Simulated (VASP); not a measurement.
HfO2:

```xyz
6
Lattice="3.5509 0.0000 0.0000 0.0000 3.5509 0.0000 0.0000 0.0000 5.1294" Properties=species:S:1:pos:R:3 pbc="T T T"
Hf    1.7755    1.7755    2.5647
Hf    0.0000    0.0000    0.0000
O     0.0000    1.7755    3.6031
O     1.7755    3.5509    4.0909
O     1.7755    0.0000    1.5262
O     0.0000    1.7755    1.0384
```

Measurements of this composition are mostly on another form, of space group No. 14.

Base run:

```yaml
Program: VASP 6.6.1
Functional: r2SCAN
Potentials_or_basis: VASP PAW PBE potentials, release 64 (Hf_pv, O)
Cutoff: 520 eV
k_mesh: 6 × 6 × 6
Occupations: gaussian, width 0.02 eV
Spin: no spin polarisation
```

Its results: band gap on the k mesh 5.24 eV, indirect (least direct gap 5.34 eV); pressure 2.2 GPa.

Problem. The run is repeated on the same cell with these changes: functional from r2SCAN to PBEsol; k mesh from 6 × 6 × 6 to 10 × 10 × 8. What comes out?

Solution. Band gap on the k mesh 4.59 eV, indirect (least direct gap 4.68 eV); pressure 0.3 GPa.

Several settings changed at once, so the effect can't be laid on one alone.

Caveats: the PAW data sets were made with another functional, which shifts forces and pressure a little; spin-orbit coupling is left out, which moves the levels of the heavy elements.

A k mesh can miss the band edges.
